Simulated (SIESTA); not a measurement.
Runs of SIESTA 5.4.2 on HfO2. The structure is monoclinic, space group P2_1/c (No. 14). The conventional cell has a = 5.118 Å, b = 5.186 Å, c = 5.284 Å, α = 90.00°, β = 99.35°, γ = 90.00°. Hf (site symmetry 1) is surrounded by 7 O at 2.03 to 2.25 Å. O (site symmetry 1) is surrounded by 3 Hf at 2.03 to 2.12 Å. O (site symmetry 1) has 4 Hf at 2.14 to 2.25 Å as nearest neighbours. 

| level | potentials or basis | gap on the mesh (eV) | pressure (GPa) | largest force (eV/Å) |
| --- | --- | --- | --- | --- |
| PBEsol | PseudoDojo 0.4 standard (PBEsol files), DZP (energy shift 0.002 Ry) | (c) | -0.3 | 0.48 |
| PBE | PseudoDojo 0.4 standard (PBE files), SZ (energy shift 0.002 Ry) | (b) | 3.7 | 0.72 |
| vdW-DF-cx | PseudoDojo 0.4 standard (PBE files), DZP (energy shift 0.002 Ry) | 3.93 | 2.3 | (d) |
| PBE | SG15 1.2 (PBE files) or PseudoDojo by element, DZP (energy shift 0.002 Ry) | 3.47 | (a) | 0.50 |

Alike in all rows: task band structure; no spin polarisation; cell as given; k mesh 5 × 5 × 5; smearing fermi-dirac 0.05 eV; grid cutoff 800 Ry; energy shift 0.002 Ry.

Fill in the values left out.

(a) -2.9; (b) 3.41; (c) 3.88; (d) 0.51.

Caveats: spin-orbit coupling is left out, which moves the levels of the heavy elements; the basis of atomic orbitals isn't converged, which shifts pressures, moduli and gaps; semicore shells carry a single zeta, which can move pressures by several GPa and volumes by a few percent (some runs); the basis has no polarisation orbitals (some runs); short orbitals over semicore shells can move pressures by several GPa (some runs); the potentials were made for another functional, which shifts forces and pressure (some runs).

A k mesh can miss the band edges, and the runs leave out spin-orbit coupling on Hf.

The runs don't all hold the same shells in valence.
